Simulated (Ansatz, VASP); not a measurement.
# One calculation of AlNi3, two programs

```xyz
4
Lattice="3.5191 0.0000 0.0000 0.0000 3.5191 0.0000 0.0000 0.0000 3.5191" Properties=species:S:1:pos:R:3 pbc="T T T"
Al    0.0000    0.0000    0.0000
Ni    0.0000    1.7595    1.7595
Ni    1.7595    0.0000    1.7595
Ni    1.7595    1.7595    0.0000
```

The cell is a database's computed one.

Alike in both runs: task single point; functional PBEsol; k mesh 10 × 10 × 10; occupations gaussian, width 0.15 eV; collinear spin.

```csv
,VASP,Ansatz
version,VASP 6.6.1,Ansatz 0.2.0
potentials or method,"VASP PAW PBE potentials, release 64 (Al, Ni)","scalar-relativistic, plane waves, PAW"
plane-wave cutoff (eV),520,420
valence electrons in the cell,33,57
```

|  | VASP | Ansatz | Ansatz less VASP |
| --- | --- | --- | --- |
| gap on the k mesh at the Fermi level (eV) | none | none | - |
| pressure (GPa) | 0.1 | 0.0 | -0.11 |
| net moment per atom (μB) | 0.14 | 0.15 | +0.008 |
| size of the moment on the site where the two differ most (μB) | 0.20 | 0.22 | +0.021 |

Site moments also hang on the region over which each program counts them. A gap of «none» marks a metal or a gap that the smearing closes. The two sets of potentials don't hold the same shells in valence.

Caveats: the PAW data sets were made with another functional, which shifts forces and pressure a little (VASP).
